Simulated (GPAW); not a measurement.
A run of GPAW 26.7.0:

run.py

```python
from ase import Atoms
from ase.dft.bandgap import bandgap
from ase.io import write
from ase.units import GPa
from gpaw import GPAW, PW

atoms = Atoms(['Hf', 'Hf', 'O', 'O', 'O', 'O'],
              cell=[[3.55801933, 0.0, 0.0],
                    [0.0, 3.55801933, 0.0],
                    [0.0, 0.0, 5.17186121]],
              scaled_positions=[[0.0, 0.0, 0.0],
                                [0.5, 0.5, 0.5],
                                [0.0, 0.5, 0.19720788],
                                [0.5, 0.0, 0.30279212],
                                [0.5, 0.0, 0.80279212],
                                [0.0, 0.5, 0.69720788]],
              pbc=True)

calc = GPAW(mode=PW(800),
            xc='PBE',
            kpts={'size': (5, 5, 4), 'gamma': True},
            occupations={'name': 'fermi-dirac', 'width': 0.05},
            nbands=43,
            convergence={'density': 1e-05, 'energy': 1e-05},
            maxiter=150,
            txt='gpaw.txt')
atoms.calc = calc
energy = atoms.get_potential_energy()
forces = atoms.get_forces()
stress = atoms.get_stress()
calc.write('gs.gpw')
write('result.traj', atoms)
print(f'Energy: {energy:.6f} eV')
print('Forces (eV/A):')
print(forces.round(4))
print('Stress (GPa):', (stress / GPa).round(3))
print('Fermi level:', round(calc.get_fermi_level(), 4), 'eV')
print(f'Gap: {bandgap(calc)[0]:.4f} eV, direct: {bandgap(calc, direct=True)[0]:.4f} eV')

path = atoms.cell.bandpath('GXMGZRAZ,XR,MA', npoints=60, eps=1e-4)
bs_calc = calc.fixed_density(kpts=path, symmetry='off', nbands=61,
                             convergence={'bands': 'CBM+6.0', 'eigenstates': 1e-6}, txt='bands.txt')
bs = bs_calc.band_structure()
bs.write('bs.json')
print(f'Gap on the path: {bandgap(bs_calc)[0]:.4f} eV')
```

Potentials or basis: GPAW PAW data sets (gpaw-data 1.2.1), pw.

The run is started by

```sh
$ OMP_NUM_THREADS=1 python run.py
```

Hardware: 1 thread of Arm Neoverse V2, on a shared host.

How long does it take, and how much memory?

Run time: 2.3 min on 1 thread of Arm Neoverse V2 (shared host), peak memory 0.52 GiB. Counts: scf iterations 16, plane waves 3403, bands 43, k points 18.
